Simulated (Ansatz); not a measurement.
## Relaxing B

Theory: DFT PBEsol, scalar-relativistic, plane waves, PAW (Ansatz 0.2.0). Run with 420 eV cutoff, 18×18×10 k-mesh, Gaussian smearing of 0.10 eV, no spin polarisation.

What was changed in C: C → B on all its sites, cell and atoms relaxed.

Command:

```bash
ansatz run input.yaml --threads 1 --pin off --max-ram 2560MiB --backend cpu --events-out ev --progress --plain --runs-dir out
```

Input:

```yaml
crystal:
  lattice:
    - [2.9804688896, 0.0, 0.0]
    - [-1.4902344448, 2.5811617736, 0.0]
    - [0.0, 0.0, 4.0237858086]
  atoms:
    - { symbol: B, position: [0.0, 0.0, 0.25] }
    - { symbol: B, position: [0.0, 0.0, 0.75] }
    - { symbol: B, position: [0.3333333333, 0.6666666667, 0.25] }
    - { symbol: B, position: [0.6666666667, 0.3333333333, 0.75] }
basis:
  ecutwfc: 420
kpoints:
  mp_grid: { grid: [18, 18, 10] }
hamiltonian:
  xc: pbesol
scf:
  occupations: { method: gaussian, width: 0.1 }
output:
  forces: true
  stress: true
  eigenvalues: true
relax:
  adjacent_minimum: "off"
  f_tol: 0.01
  max_steps: 60
  cell: { stress_tol: 0.1 }
```

F is the free energy. Steps run on the plane waves of an earlier cell, but the last one, and at times one on the way, on a freshly chosen basis, so a repeated geometry can differ a little in energy.

Steps:

```csv
step,F − F(1) (eV),largest force component (eV/Å),V (Å³/atom),P (GPa)
1,0.0000,0.000,7.739,-0.30
2,-0.0054,0.000,7.696,-0.28
3,-0.0065,0.000,7.655,0.09
4,-0.0065,0.000,7.661,0.00
5,-0.0063,0.000,7.661,-0.02
```

Relaxed structure:

```yaml
crystal:
  lattice:
    - [2.98670, 0.00000, 0.00000]
    - [-1.49335, 2.58655, 0.00000]
    - [0.00000, 0.00000, 3.96679]
  atoms:
    - { symbol: B, position: [0.00000, 0.00000, 0.25000] }
    - { symbol: B, position: [0.00000, 0.00000, 0.75000] }
    - { symbol: B, position: [0.33333, 0.66667, 0.25000] }
    - { symbol: B, position: [0.66667, 0.33333, 0.75000] }
```

Symmetry: P6_3/mmc, No. 194, hexagonal system. The conventional cell has a = 2.987 Å, b = 2.987 Å, c = 3.967 Å, α = 90.00°, β = 90.00°, γ = 120.00°. B (site symmetry -6m2) is surrounded by 3 B at 1.72 Å. Around B (site symmetry -6m2) lie 3 B at 1.72 Å.

The run converged. It took 22 s on 1 thread of Intel(R) Xeon(R) Platinum 8259CL CPU @ 2.50GHz (Skylake/Cascade Lake) (shared host), peak memory 0.42 GiB.